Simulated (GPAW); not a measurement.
Crystal: Ti2O.

```xyz
3
Lattice="2.9194 0.0000 0.0000 -1.4597 2.5283 0.0000 0.0000 0.0000 4.7130" Properties=species:S:1:pos:R:3 pbc="T T T"
Ti    0.0000    1.6855    3.3993
Ti    1.4597    0.8428    1.3137
O     0.0000    0.0000    0.0000
```

```yaml
Program: GPAW 26.7.0
Task: relaxation of cell and atoms
Functional: PBEsol
Dispersion: D4
Potentials_or_basis: PAW data sets generated in the run's folder for this functional
Cutoff: 800 eV
Basis: pw
k_mesh: 8 × 8 × 4
Occupations: fermi-dirac, width 0.05 eV
Spin: no spin polarisation
```

At the start: pressure 3.6 GPa; volume 11.60 Å³/atom.

Task: How do energy, volume and symmetry change on relaxing?

Result: Over 10 steps the energy falls by 32.5 meV/atom and the volume is 11.84 Å³/atom (+2.1 %); space group P-3m1 (No. 164, to 0.05 Å).

Step by step:
| step | energy change (eV) | largest force (eV/Å) | pressure (GPa) | volume (Å³) |
| --- | --- | --- | --- | --- |
| 1 | 0.0000 | 1.2996 | 3.58 | 34.79 |
| 2 | -0.0446 | 0.9054 | 2.78 | 34.92 |
| 3 | -0.0915 | 0.0589 | 1.33 | 35.25 |
| 4 | -0.0930 | 0.0046 | 0.96 | 35.33 |
| 5 | -0.0951 | 0.0551 | 0.16 | 35.49 |
| 6 | -0.0965 | 0.0440 | -0.46 | 35.60 |
| 7 | -0.0972 | 0.0048 | -0.69 | 35.63 |
| 8 | -0.0974 | 0.0213 | -0.58 | 35.61 |
| 9 | -0.0975 | 0.0289 | -0.31 | 35.56 |
| 10 | -0.0974 | 0.0166 | -0.06 | 35.52 |

Final structure:
```cif
data_structure
_symmetry_space_group_name_H-M 'P 1'
_symmetry_Int_Tables_number 1
_cell_length_a 2.9506
_cell_length_b 2.9506
_cell_length_c 4.7116
_cell_angle_alpha 90.000
_cell_angle_beta 90.000
_cell_angle_gamma 120.000
_cell_volume 35.52
loop_
_atom_site_label
_atom_site_type_symbol
_atom_site_fract_x
_atom_site_fract_y
_atom_site_fract_z
_atom_site_occupancy
Ti1 Ti 0.33333 0.66667 0.73618 1
Ti2 Ti 0.66667 0.33333 0.26382 1
O1 O 0.00000 0.00000 0.00000 1
```

Caveat: later steps reuse the first step's grids; pairwise dispersion overbinds metals, which lowers pressure and volume.
